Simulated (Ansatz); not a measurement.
# BN: a line through an energy map

How does the energy of BN (P-6m2, No. 187; 4 atoms in the cell) vary with normal strain along x, at amplitude of mode 4 (47 cm⁻¹) = −0.434 Å?

Computed with Ansatz 0.2.0 (DFT PBE+D3(BJ), scalar-relativistic, plane waves, PAW, unless a step's input says otherwise).

11 further runs of the same task are left out: 11 set aside as unsound or not needed.

## Step 1: The starting structure

The structure is hexagonal, space group P-6m2 (No. 187). Conventional cell: a = 2.506 Å, b = 2.506 Å, c = 6.592 Å, α = 90.00°, β = 90.00°, γ = 120.00°. B (site symmetry -6m2) is surrounded by 3 N at 1.45 Å. Around N (site symmetry -6m2) lie 3 B at 1.45 Å.

As a file:

```xyz
4
Lattice="2.5061 0.0000 0.0000 -1.2531 2.1704 0.0000 0.0000 0.0000 6.5924" Properties=species:S:1:pos:R:3 pbc="T T T"
B     0.0000    0.0000    3.2962
B     0.0000    1.4469    0.0000
N     0.0000    0.0000    0.0000
N     1.2531    0.7235    3.2962
```

It is the result of an earlier relaxation at this level (volume 8.96 Å³/atom; gap on the mesh: 4.36 eV).

## Step 2: What is varied

The energy is mapped over a normal mode and a strain (zone-centre modes of the cell shown) (x along [1 0 0], y along [1 2 0], z along [0 0 1] of the conventional cell).

- amplitude of mode 4 (47 cm⁻¹), largest displacement in the unstrained cell: 11 values from −0.434 to 0.434 Å
- normal strain along x: 7 values from −7.00 to 7.00 %

Nothing else is relaxed (the pattern is fixed in fractional coordinates). Energies count from the relaxed high-symmetry cell. Points are written as (first, second).

The modes come from a phonon run on the reference cell, made beforehand.

The patterns, per unit of each coordinate (Å):

```csv
atom,x1,y1,z1
B1,0.998,0.000,0.000
B2,-1.000,0.000,0.000
N3,-0.995,0.000,0.000
N4,0.997,0.000,0.000
```

## Step 3: Point (−0.434 Å, −4.67 %)

Contents of input.yaml:

```yaml
crystal:
  lattice:
    - [2.3890773168, 0.0, 0.0]
    - [-1.1945386584, 2.1703573356, 0.0]
    - [0.0, 0.0, 6.592399887]
  atoms:
    - { symbol: B, position: [-0.1728768184, 0.0, 0.5] }
    - { symbol: B, position: [0.506509897, 0.6666666667, 0.0] }
    - { symbol: "N", position: [0.1723419976, 0.0, 0.0] }
    - { symbol: "N", position: [0.4940933386, 0.3333333333, 0.5] }
basis:
  ecutwfc: 520.0
kpoints:
  mp_grid: { grid: [12, 12, 4] }
hamiltonian:
  xc: pbe
  dispersion: d3bj
scf:
  occupations: { method: methfessel_paxton, width: 0.05 }
output:
  forces: true
  stress: true
  eigenvalues: true
```

On the command line:

```bash
$ ansatz run input.yaml --threads 1 --pin off --max-ram 2048MiB --backend cpu --events-out ev --progress --plain --runs-dir out
```

The session goes on with these runs: the other points of the line.

Q: Predict the outcome of this session. Wanted: for each run, normal strain along x; energy; slope; pressure; largest force on an atom.

As calculated:

```
normal strain along x (%)  step  energy (eV)  slope (eV per %)  pressure (GPa)  band gap on the k-mesh (eV)  largest force on an atom (eV/Å)
                    −7.00     –        0.608             −0.18            32.4                         3.73                             1.46
                    −4.67     3        0.270             −0.11            19.9                         3.65                             0.88
                    −2.33     –        0.082             −0.05             9.3                         3.53                             0.42
                     0.00     4        0.026              0.00             0.2                         3.41                             0.09
                     2.33     5        0.081              0.05            −7.5                         3.30                             0.31
                     4.67     6        0.233              0.08           −14.2                         3.20                             0.46
                     7.00     7        0.467              0.12           −19.9                         3.11                             0.54
```

Energies count from the relaxed high-symmetry cell. Rows without a step come from runs not printed here or follow by symmetry. Slopes come from the forces (and the stress, where the cell changes), not from differences of energies.

What this shows: The lowest point of the line is at 0.00 %, 0.026 eV from the zero. Energies and slopes round the minimum, fitted together, put the minimum at −0.047 %, with a curvature of about 0.021 eV per %². The highest point computed, at −7.00 %, lies 0.582 eV above the lowest. This is one cut through a surface in two coordinates; the map's lowest point lies off it. A rigid map gives upper bounds: relaxing the other coordinates can only lower a point.

The gaps are Kohn-Sham values of a semilocal functional, not quasiparticle or optical gaps. Such gaps usually fall short of the measured ones.
